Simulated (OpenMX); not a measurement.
BaTiO3:

```xyz
5
Lattice="3.9998 0.0000 0.0000 0.0000 3.9998 0.0000 0.0000 0.0000 4.0180" Properties=species:S:1:pos:R:3 pbc="T T T"
Ba    3.9821    3.9624    0.0141
Ti    2.0100    1.9676    1.8835
O     1.9168    2.0572    0.0257
O     2.0108    0.0132    2.0467
O     0.0798    1.9992    2.1695
```

Base run:

```yaml
Program: OpenMX 3.8.5
Functional: PBE
Potentials_or_basis: OpenMX 2013 PBE set, Ba10.0-s3p2d2, Ti7.0-s3p2d2, O6.0-s2p2d1, grid cutoff 400 Ry
k_mesh: 5 × 5 × 5
Occupations: fermi-dirac, width 0.05 eV
Spin: no spin polarisation
```

Its results: band gap on the k mesh 1.67 eV, indirect (least direct gap 1.96 eV); pressure 4.7 GPa; largest force 1.272 eV/Å.

Problem. The run is repeated on the same cell with these changes: potentials or basis from OpenMX 2013 PBE set, Ba10.0-s3p2d2, Ti7.0-s3p2d2, O6.0-s2p2d1, grid cutoff 400 Ry to OpenMX 2013 PBE set, Ba10.0-s3p2d1, Ti7.0-s2p2d1, O6.0-s2p2, grid cutoff 400 Ry. What comes out?

Solution. Band gap on the k mesh 1.65 eV, indirect (least direct gap 1.95 eV); pressure 6.7 GPa; largest force 1.370 eV/Å.

Caveats: spin-orbit coupling is left out, which moves the levels of the heavy elements; the basis of atomic orbitals isn't converged, which shifts pressures, moduli and gaps; forces of over 1 eV/Å show positions far from the minimum, so gaps and moduli don't describe the material at rest; an odd mesh through Γ misses points on the zone boundary, where band edges often lie (some runs); the transition metal has a single d function, too few for pressures, volumes and moments (some runs); the mesh misses the band edges, which the band path finds closer together (some runs).
